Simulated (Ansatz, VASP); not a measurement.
# One calculation of Ge3S4, two programs

```
CELL_PARAMETERS angstrom
5.50690 0.00000 0.00000
0.00000 5.50690 0.00000
0.00000 0.00000 5.50690
ATOMIC_POSITIONS crystal
Ge 0.00000 0.00000 0.50000
Ge 0.50000 0.00000 0.00000
Ge 0.00000 0.50000 0.00000
S 0.28429 0.71571 0.28429
S 0.71571 0.28429 0.28429
S 0.28429 0.28429 0.71571
S 0.71571 0.71571 0.71571
```

Change from the starting cell: species swapped into the Sn3As4 type (P-43m, No. 215).

Alike in both runs: task relaxation of cell and atoms; functional PBE; k mesh 8 × 8 × 8; occupations gaussian, width 0.1 eV; no spin polarisation.

|  | VASP | Ansatz |
| --- | --- | --- |
| version | VASP 6.6.1 | Ansatz 0.2.0 |
| potentials or method | VASP PAW PBE potentials, release 64 (Ge_d, S) | scalar-relativistic, plane waves, PAW |
| plane-wave cutoff (eV) | 600 | 420 |
| valence electrons in the cell | 66 | 66 |

VASP gave:

* gap on the k mesh at the Fermi level, each at its own relaxed structure (eV): none
* relaxed volume (Å³/atom): 27.72
* relaxed cell length with the largest relative difference (Å): 5.789
* energy change over the relaxation (meV/atom): -68

Task: Which values does Ansatz return?

Result: gap on the k mesh at the Fermi level, each at its own relaxed structure (eV): none; relaxed volume (Å³/atom): 27.72; relaxed cell length with the largest relative difference (Å): 5.790; energy change over the relaxation (meV/atom): -69.

A gap of «none» marks a metal or a gap that the smearing closes.

Caveats: the volume moved by over 15 % at a fixed basis, so the end points are rough (VASP).
